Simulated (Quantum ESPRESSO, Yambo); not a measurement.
# Quasiparticle gap of InP (F-43m) in Yambo, part 3 of 3

Wanted: ground state, empty states, screening and self-energy for InP (F-43m).

Quantum ESPRESSO 7.5 and Yambo 5.3.0; PBE and many-body steps on it, plane waves. Known limits of the many-body steps: not at the basis limit; exchange with frozen shells missing; coarse k mesh.

So far. Step 3 (Bands along the symmetry lines): The gap is 0.682 eV, as in the run before at this level. Step 4 (Empty states on the mesh, 4×4×4 mesh, 280 bands): On this mesh the gap is 0.682 eV.

The database entry behind the starting cell differs from later determinations by our own check (0.1 to 0.3 % short, probably kX units), so it need not match the best structure at ambient conditions.

## (6) Screening and self-energy, 4×4×4 mesh, 280 bands, screening to 142.9 eV

Now the one-shot GW correction: screening in the RPA, then the self-energy of the levels asked for.

This step: G0W0 on PBE with spin-orbit coupling, plane waves, norm-conserving pseudopotentials.

File gw4.in:

```
HF_and_locXC
gw0
dyson
ppa
em1d
rim_cut
RandQpts= 1000000
RandGvec= 1 RL
EXXRLvcs= 62 Ry
VXCRLvcs= 248 Ry
Chimod= "HARTREE"
% BndsRnXp
 1 | 280 |
%
NGsBlkXp= 10.5 Ry
% LongDrXp
 1 | 1 | 1 |
%
% GbndRnge
 1 | 280 |
%
DysSolver= "n"
ExtendOut
PPAPntXp= 27.21138 eV
% QPkrange
 1 | 1 | 15 | 22 |
%
```

On the command line:

```sh
$ OMP_NUM_THREADS=1 mpirun -n 4 yambo -F gw4.in -J gw4 -C gw4 > gw4.log
```

The program printed:

```text
 Yambo, version 5.3.0

 [02] CORE Variables Setup
 =========================

  [... cell, symmetries and grids as in the set-up ...]

  [02.05] Energies & Occupations
  ==============================

  [X] === General ===
  [X] Electronic Temperature                        :  0.000000  0.000000 [eV K]
  [X] Bosonic    Temperature                        :  0.000000  0.000000 [eV K]
  [X] Finite Temperature mode                       : no
  [X] El. density                                   :  0.35762E+24 [cm-3]
  [X] Fermi Level                                   :  7.181833 [eV]

  [X] === Gaps and Widths ===
  [X] Conduction Band Min                           :  0.682134 [eV]
  [X] Valence Band Max                              :  0.000000 [eV]
  [X] Filled Bands                                  :  18
  [X] Empty Bands                                   :   19  280
  [X] Direct Gap                                    :  0.682134 [eV]
  [X] Direct Gap localized at k                     :  1
  [X] Indirect Gap                                  :  0.682134 [eV]
  [X] Indirect Gap between kpts                     :  1  1
  [X] Last valence band width                       :  2.878789 [eV]
  [X] 1st conduction band width                     :  3.580210 [eV]

 [03] Transferred momenta grid and indexing
 ==========================================

 IBZ Q-points                                      :   8
 BZ  Q-points                                      :   64

 K/Q-points units:
 rlu = crystal or reduced units; cc = cartesian coordinates; iku = interal k-units

 Q [1]          [rlu]:  0.000000  0.000000  0.000000
 Q [2]          [rlu]:  0.54193E-16  0.26437E-16  0.25000
 Q [3]          [rlu]: -0.10839E-15 -0.52875E-16 -0.50000
 Q [4]          [rlu]:  0.87374E-19  0.25000      0.25000
 Q [5]          [rlu]:  0.23853E-16  0.25000      0.50000
 Q [6]          [rlu]:  0.44978E-16  0.25000     -0.25000
 Q [7]          [rlu]: -0.17475E-18 -0.50000     -0.50000
 Q [8]          [rlu]:  0.250000 -0.500000 -0.250000

 [04] Coloumb potential Random Integration (RIM)
 ===============================================

  [04.01] RIM initialization
  ==========================

  * Diagonal components only detected *

  8 x (sBL volume)        :  0.091285 [a.u.]
  sBZ random points       :  1000000
  Points outside the sBZ  :   7999624
  RL volume               :  0.730277 [a.u.]
  Integrated volume       :  0.730312 [a.u.]

  [04.02] RIM integrals
  =====================

  Gamma point sphere radius             :  0.081674 [a.u.]
  Points outside the sphere             :   799635
  [Int_sBZ(q=0) 1/q^2]*(Vol_sBZ)^(-1/3) =:  7.763403
                                 should be <:  7.795600

  Summary of Coulomb integrals for non-metallic bands |Q|[au] RIM/Bare

  Q [1] 0.100000E-4 0.995870 * Q [2] 0.245646 1.064378
  Q [4] 0.283648 1.062979 * Q [6] 0.401138 1.025806
  Q [5] 0.470377 1.018843 * Q [3] 0.491292 1.016674
  Q [7] 0.567295 1.013309 * Q [8] 0.634256 1.010147

 [05] Dipoles
 ============

  [05.01] Setup: observables and procedures
  =========================================

  [WARNING] [x,Vnl] slows the Dipoles computation. To neglect it rename the ns.kb_pp file

 [06] Dynamic Dielectric Matrix (PPA)
 ====================================

 [WR./gw4//ndb.pp]---------------------------------------------------------------
  Brillouin Zone Q/K grids (IBZ/BZ)                :    8   64    8   64
  RL vectors                                       :   3479 [WF]
  Coulomb cutoff potential                         : none
  Electronic Temperature                           :  0.000000 [K]
  Bosonic    Temperature                           :  0.000000 [K]
  PPA    diel. fun.  energies                      : Perdew, Burke & Ernzerhof(X)+Perdew, Burke & Ernzerhof(C)
  wavefunctions                                    : Perdew, Burke & Ernzerhof(X)+Perdew, Burke & Ernzerhof(C)
  Global Gauge                                     : length
  X matrix size                                    :  181
  X band range                                     :    1  280
  X e/h energy range                               : -1.000000 -1.000000 [eV]
  X Time ordering                                  : R
  X Hxc Kernel                                     : HARTREE
  X Drude frequency                                :  0.000000  0.000000
  X poles                                          :  100.0000 [o/o]
  RL vectors in the sum                            :   3479
  [r,Vnl] included                                 : yes
  Field direction                                  :  0.577350E-5  0.577350E-5  0.577350E-5
  BZ energy Double Grid                            : no
  BZ energy DbGd points                            : 0
  BZ Q point size factor                           : -1.000000
  X Optical Averaged directions                    : none

 [07] Local Exchange-Correlation + Non-Local Fock
 ================================================

 [VXC] Plane waves :  22227
 [EXS] Plane waves :  2837

 QP @ state[ 1 ] K range:  1  1
 QP @ state[ 1 ] b range:  15  22

 [xc] Functional : Perdew, Burke & Ernzerhof(X)+Perdew, Burke & Ernzerhof(C)
 [xc] LIBXC used to calculate xc functional
  PP Number of Atomic Species                      :  2
  NLCC RL compoments                               :  22227
  PP Number of Atomic Species                      :  2
  NLCC RL compoments                               :  22227

 [xc] E_xc :  -9.120895 [Ha]
      E_xc :  -18.24179 [Ry]

  Local XC kind (lXC) : Perdew, Burke & Ernzerhof(X)+Perdew, Burke & Ernzerhof(C)
  Non-Local XC kind (nlXC) : Hartree-Fock

  Corrections @ K [1] :  [eV]
 <15|nlXC|15> = -14.03873 -0.23167E-17 <15|lXC|15> = -12.50886  0.000000
 <16|nlXC|16> = -14.03870  0.46411E-17 <16|lXC|16> = -12.50886  0.17702E-15
 <17|nlXC|17> = -14.03871  0.15304E-17 <17|lXC|17> = -12.50886 -0.56645E-15
 <18|nlXC|18> = -14.03867 -0.90751E-18 <18|lXC|18> = -12.50886 -0.37763E-15
 <19|nlXC|19> = -7.562908  0.16145E-17 <19|lXC|19> = -11.28769 -0.18882E-15
 <20|nlXC|20> = -7.562908  0.16551E-18 <20|lXC|20> = -11.28769  0.000000
 <21|nlXC|21> = -6.553802 -0.16401E-17 <21|lXC|21> = -10.31240  0.94408E-16
 <22|nlXC|22> = -6.553802  0.11436E-17 <22|lXC|22> = -10.31240 -0.23602E-16

 [08] Dyson equation: Newton solver
 ==================================

  [08.01] G0W0 (W PPA)
  ====================

  [  GW  ] Bands range     :    1  280
  [GW/PPA] G damping       :  0.100000 [eV]

  QP @ state[ 1 ] K range:  1  1
  QP @ state[ 1 ] b range:  15  22

   Sc/G bands                                       :    1  280
   Sc/G damping                                     :  0.100000 ev
   Sc bands terminator                              : no
   Sx RL components                                 :  2837

   QP @ state[ 1 ] K range                          :  1  1
   QP @ state[ 1 ] b range                          :  15  22
   GF energies kind                                 : Perdew, Burke & Ernzerhof(X)+Perdew, Burke & Ernzerhof(C)
   GF WF`s kind                                     : Perdew, Burke & Ernzerhof(X)+Perdew, Burke & Ernzerhof(C)
   Xs energies kind                                 : Perdew, Burke & Ernzerhof(X)+Perdew, Burke & Ernzerhof(C)
   Xs WF`s kind                                     : Perdew, Burke & Ernzerhof(X)+Perdew, Burke & Ernzerhof(C)

 [11] Game Over & Game summary
```

Elapsed: 3.8 min, on 4 MPI ranks of Arm Neoverse V1, shared host; peak memory 2.4 GiB; 15 min of CPU time.

This step gave:

```
G0W0 gap on the points computed              : 1.022 eV
starting gap on the mesh                     : 0.6821 eV
k of the valence top                         : 0, 0, 0
k of the conduction bottom                   : 0, 0, 0
least direct G0W0 gap on the computed points : 1.022 eV
Z at the valence top                         : 0.7822
Z at the conduction bottom                   : 0.7939
```

The gap on the mesh goes from 0.68 eV to 1.02 eV, a correction of +0.34 eV.

Limits: finite bands, cutoff and mesh; exchange with frozen shells missing; coarse k mesh. v1 is the top filled band, c1 the lowest empty one. Levels before and after the correction, in eV, zero at the valence-band top of each column:

|  | conduction bottom | valence top |
| --- | --- | --- |
| Kohn-Sham | 0.68 | 0.00 |
| G0W0 | 1.02 | 0.00 |

|  | level | energy (eV) |
| --- | --- | --- |
| Kohn-Sham | Γ v4-v1 | 0.000 |
| Kohn-Sham | Γ c1-c2 | 0.682 |
| Kohn-Sham | Γ c3-c4 | 3.747 |
| G0W0 | Γ v4-v1 | 0.000 |
| G0W0 | Γ c1-c2 | 1.022 |
| G0W0 | Γ c3-c4 | 4.040 |

## (7) Where the time went

Times are wall times on the hardware named with each run, good to a factor of about two.

| step | time | share | memory (GiB) |
| --- | --- | --- | --- |
| ground state | 14 s | 5 % | 0.38 |
| bands along the symmetry lines | 16 s | 5 % | 0.28 |
| empty states on the mesh | 48 s | 15 % | 0.75 |
| conversion and set-up | 3 s | 1 % | 0.24 |
| screening and self-energy | 3.8 min | 74 % | 2.4 |

## (8) Outcome

- PBE gap: 0.68 eV, direct
- G0W0 gap on the mesh: 1.02 eV
- GW settings: 4×4×4 mesh, 280 bands, screening to 142.9 eV, Godby-Needs plasmon pole
- known limits: not at the basis limit; exchange with frozen shells missing; coarse k mesh

**Reading.** G0W0 moves the gap on the mesh from 0.68 eV to 1.02 eV (+0.34 eV), with Z of 0.78 and 0.79 at the edges. Only 1 of the mesh's irreducible points was corrected, so a valley elsewhere could overtake. The dearest step here is «screening and self-energy». Bands and cutoff are finite, so the gap is not at the basis limit. The miss can reach some tenths of an eV and take either sign; the mesh is an error of its own. In the G0W0 run levels were corrected at 1 k point alone, so a gap called «on the mesh» is the least over those, and an edge elsewhere would be missed. The 4×4×4 mesh is coarse for this cell, which bears on the long-range parts of exchange and screening. The norm-conserving file of at least one element keeps a d shell over frozen s and p shells of the same row. Exchange with those shells is missing from the self-energy, an error of 0.3 to 0.9 eV in cases checked, whose sign depends on which edge lies on those atoms.

[Paths, hosts, dates, memory and timing lines, banners, echoed tables and standing remarks are left out of the program output.]

[Logs are printed without paths, hosts, clocks, repeated set-up lines and the standing remarks that a program may print on its own settings, such as how far it seeks lower states.]

[Runs of the session that timed out or met a known fault of the program may be left out.]

[Hosts, paths, dates, database ids (printed as entryN), source tags and the programs' standing remarks are cut or masked in the printed files.]
